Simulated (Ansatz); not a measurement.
# Sr in Ansatz: the effect of functional

The system is Sr.

```
Sr
1.0
     0.00000    3.10202    3.10202
     3.10202    0.00000    3.10202
     3.10202    3.10202    0.00000
Sr
1
Cartesian
  0.0000 0.0000 0.0000
```

The cell isn't the ideal one: volume scaled by 1.06.

Alike in all runs:

* Program: Ansatz 0.2.0
* Task: single point
* Potentials or basis: Ansatz PAW
* k mesh: 8 × 8 × 8
* Occupations: fermi-dirac, width 0.05 eV
* Spin: no spin polarisation

| functional | cutoff | pressure (GPa) |
| --- | --- | --- |
| LDA | 420 eV (not typed: the program's choice for these potentials) | -2.0 |
| PBEsol | 420 eV (not typed: the program's choice for these potentials) | ? |
| r2SCAN | 500 eV (not typed: the program's choice for these potentials) | -0.6 |

Q: What does the run with functional PBEsol give?

A: Pressure -1.4 GPa.

Caveats: the PAW data sets come from PBE, with cores solved anew for the run's functional, which leaves a small shift of forces and pressure.
